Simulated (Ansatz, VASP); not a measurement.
## SnO2 in VASP and in Ansatz

Contents of INCAR:

```
SYSTEM = SnO2
PREC = Accurate ; ENCUT = 520
EDIFF = 1E-6 ; ISMEAR = 0
SIGMA = 0.05 ; LREAL = .FALSE.
LASPH = .TRUE. ; NELM = 60
ALGO = Normal ; ISIF = 2
LWAVE = .FALSE. ; LCHARG = .FALSE.
NBANDS = 35
```

Contents of KPOINTS:

```
regular mesh
0
G
  6 6 8
  0 0 0
```

The input POSCAR:

```
SnO2
1.0
    4.7207174017      0.0000000000      0.0000000000
    0.0000000000      4.7207174017      0.0000000000
    0.0000000000      0.0000000000      3.1887553105
Sn O
2 4
Direct
    0.0000000000      0.0000000000     -0.0131712834
    0.5000000000      0.5000000000      0.5131712834
    0.2702772619      0.3419358373      0.0076632694
    0.2297227381      0.8419358373      0.4923367306
    0.7297227381      0.6580641627      0.0076632694
    0.7702772619      0.1580641627      0.4923367306
```

Input for Ansatz:

```yaml
crystal:
  lattice:
    - [4.7207174017, 0.0, 0.0]
    - [0.0, 4.7207174017, 0.0]
    - [0.0, 0.0, 3.1887553105]
  atoms:
    - { symbol: Sn, position: [0.0, 0.0, -0.0131712834] }
    - { symbol: Sn, position: [0.5, 0.5, 0.5131712834] }
    - { symbol: O, position: [0.2702772619, 0.3419358373, 0.0076632694] }
    - { symbol: O, position: [0.2297227381, 0.8419358373, 0.4923367306] }
    - { symbol: O, position: [0.7297227381, 0.6580641627, 0.0076632694] }
    - { symbol: O, position: [0.7702772619, 0.1580641627, 0.4923367306] }
basis:
  ecutwfc: 520.0
kpoints:
  mp_grid: { grid: [6, 6, 8] }
hamiltonian:
  xc: lda
  pseudopotentials: { kind: paw, azcp: { folder: soft_1 } }
scf:
  occupations: { method: gaussian, width: 0.05 }
output:
  forces: true
  stress: true
  eigenvalues: true
```

Change from the starting cell: mode 4 frozen in at -0.239 Å and mode 5 at -0.042 Å (largest displacements).

Alike in both runs: task single point; functional LDA; k mesh 6 × 6 × 8; occupations gaussian, width 0.05 eV; no spin polarisation.

|  | VASP | Ansatz |
| --- | --- | --- |
| version | VASP 6.6.1 | Ansatz 0.2.0 |
| potentials or method | VASP PAW LDA potentials, release 64 (Sn_d, O) | scalar-relativistic, plane waves, PAW |
| plane-wave cutoff (eV) | 520 | 520 |
| valence electrons in the cell | 52 | 52 |

|  | VASP | Ansatz | Ansatz less VASP |
| --- | --- | --- | --- |
| gap on the k mesh at the Fermi level (eV) | 1.46 | 1.44 | -0.017 |
| least direct gap on the mesh (eV) | 1.51 | 1.50 | -0.014 |
| pressure (GPa) | -1.5 | -2.8 | -1.31 |
| largest component of the traceless stress (GPa) | 1.22 | 1.33 | +0.108 |
| rms of the force components (eV/Å) | 0.181 | 0.187 | +0.0061 |

Atom by atom the forces differ by 0.016 eV/Å (rms over components). Ansatz warned: «pseudo_functional_mismatch».

Caveats: spin-orbit coupling is left out, which moves the levels of the heavy elements. A k mesh can miss the band edges.
